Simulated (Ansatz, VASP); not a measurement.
**Ni: VASP beside Ansatz**

```
Ni
1.0
     1.21298   -3.40052    0.00000
     1.21298    3.40052    0.00000
     0.00000    0.00000    2.65182
Ni
2
Direct
  0.86700 0.13300 0.25000
  0.13300 0.86700 0.75000
```

Alike in both runs: task single point; functional PBE; k mesh 8 × 8 × 6; occupations gaussian, width 0.1 eV; collinear spin.

|  | VASP | Ansatz |
| --- | --- | --- |
| version | VASP 6.6.1 | Ansatz 0.2.0 |
| potentials or method | VASP PAW PBE potentials, release 64 (Ni) | scalar-relativistic, plane waves, PAW |
| plane-wave cutoff (eV) | 520 | 420 |
| valence electrons in the cell | 20 | 36 |

Ansatz gave:

```
gap on the k mesh at the Fermi level (eV)                     : none
pressure (GPa)                                                : 13.3
largest component of the traceless stress (GPa)               : 14.09
rms of the force components (eV/Å)                            : 0.471
net moment per atom (μB)                                      : 0.63
size of the moment on the site where the two differ most (μB) : 0.67
```

Question: Estimate VASP's values.

Answer: gap on the k mesh at the Fermi level (eV): none; pressure (GPa): 12.9; largest component of the traceless stress (GPa): 13.71; rms of the force components (eV/Å): 0.461; net moment per atom (μB): 0.62; size of the moment on the site where the two differ most (μB): 0.62.

Site moments also hang on the region over which each program counts them. Atom by atom the forces differ by 0.010 eV/Å (rms over components). A gap of «none» marks a metal or a gap that the smearing closes. The two sets of potentials don't hold the same shells in valence.

Caveats: the k mesh is coarse (spacing up to 0.39 Å⁻¹), so the values aren't converged.
